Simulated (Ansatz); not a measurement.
**BN (F-43m): one-shot GW input and result**

Computed with G0W0@PBE, full frequency by contour deformation, hard PAW set made for 700 eV in Ansatz.

The input was:

```yaml
crystal:
  lattice:
    - [0.0, 1.74665, 1.74665]
    - [1.74665, 0.0, 1.74665]
    - [1.74665, 1.74665, 0.0]
  atoms:
    - { symbol: B, position: [0.0, 0.0, 0.0] }
    - { symbol: "N", position: [0.25, 0.25, 0.25] }
basis:
  precision: f64
  xc_grid: 2
  ecutwfc: 700
  ecutrho_ratio: 4
kpoints:
  mp_grid: { grid: [4, 4, 4], shift: [0, 0, 0] }
hamiltonian:
  xc: pbe
  dispersion: none
  pseudopotentials:
    kind: paw
    azcp:
      B: "pseudopotentials/B.paw.azcp"
      "N": "pseudopotentials/N.paw.azcp"
magnetization:
  spin_polarized: false
scf:
  lower_state_search: "off"
  max_iter: 200
  occupations: { method: fixed }
  convergence: { dr2_threshold: "1e-10 eV" }
output: {}
gw:
  n_empty_bands: 69
  ecut_chi: 200
  ecutfock_ratio: 2
  qp_bands: [v1, c1]
  screening: { model: contour_deformation }
```

Linearised quasiparticle energies, zero at the top filled Kohn-Sham level among these points. VB is the top filled band, CB the lowest empty one. Points in brackets are given in fractions of the reciprocal vectors. A dash marks a part that wasn't solved.

```csv
k,band,ε_KS (eV),Σx − Vxc (eV),Σc (eV),Z,ε_QP (eV)
Γ,VB,0.00,-3.75,2.55,0.83,-1.00
Γ,CB,9.29,6.95,–,–,–
"(0, -0.5, -0.5)",CB,4.55,5.48,-4.70,0.86,5.21
```

The gap (from Γ to k = (0, -0.5, -0.5)) opens from 4.55 eV to 6.21 eV.

Electronic (ion-clamped) dielectric constant on this mesh, from the head of the inverse dielectric matrix: 4.9.

The cell is a model at fixed atoms and needn't be the relaxed known crystal. The mesh is coarse, so these are values at the stated settings, not converged ones. Band sums or response are cut, so the gap isn't at its basis limit. The gap is read on the mesh, and the crystal's band edges can lie off it. Meshes this coarse can overestimate the dielectric constant by a tenth and more.
